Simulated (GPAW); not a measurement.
Runs of GPAW 26.7.0 on SnTe. Symmetry: F-43m, No. 216, cubic system. The conventional cell has a = 7.222 Å, b = 7.222 Å, c = 7.222 Å, α = 90.00°, β = 90.00°, γ = 90.00°. Te (site symmetry -43m) has 4 Sn at 3.13 Å as nearest neighbours. Sn (site symmetry -43m) is surrounded by 4 Te at 3.13 Å. Measurements of this composition are mostly on another form, of space group No. 225.

```tsv
task	level	potentials or basis	k mesh	cutoff (eV)	smearing	maxiter	exx fraction	convergence	other keys	mesh quality	gap on the mesh (eV)	pressure (GPa)
hybrid scf	r2SCANh	GPAW PAW data sets (gpaw-data 1.2.1), pw	3 × 3 × 3	500	fermi-dirac 0.05 eV	40	0.1	-	several, not listed	coarse	1.24	-
single point	r2SCAN	GPAW PAW data sets (gpaw-data 1.2.1), pw	5 × 5 × 5	500	fermi-dirac 0.05 eV	120	-	default	-	not flagged	0.49	(b)
single point	PBE	GPAW PAW data sets (gpaw-data 1.2.1), pw	5 × 5 × 5	450	fermi-dirac 0.05 eV	120	-	default	-	not flagged	0.41	-0.7
hybrid scf	r2SCAN0	GPAW PAW data sets (gpaw-data 1.2.1), pw	3 × 3 × 3	500	fermi-dirac 0.001 eV	40	0.25	-	-	coarse	(a)	-
single point	TB-mBJ	GPAW PAW data sets for LDA (gpaw-data 1.2.1), pw	8 × 8 × 8	600	fermi-dirac 0.05 eV	150	-	-	-	not flagged	0.49	-
single point	PBE	GPAW PAW data sets (gpaw-data 1.2.1), pw	5 × 5 × 5	500	fermi-dirac 0.05 eV	120	-	default	-	not flagged	0.41	-0.3
```

Alike in all rows: no spin polarisation; cell as given.

Problem. Fill in the values left out.

Solution. (a) 1.77; (b) -0.9.

Caveats: some runs use coarse meshes; spin-orbit coupling is left out, which moves the levels of the heavy elements; an odd mesh through Γ misses points on the zone boundary, where band edges often lie (some runs); the PAW data sets were made with another functional, which shifts forces and pressure a little (some runs); the cutoff is short for stress and forces, so pressures can be off by a GPa or more (some runs); exact exchange converges slowly with the k mesh, and this mesh is small (some runs); the scaled meta-GGA exchange is a class typed in the script (some runs); a model potential gives levels but no total energy (some runs).

A k mesh can miss the band edges, and the runs leave out spin-orbit coupling on Sn, Te.
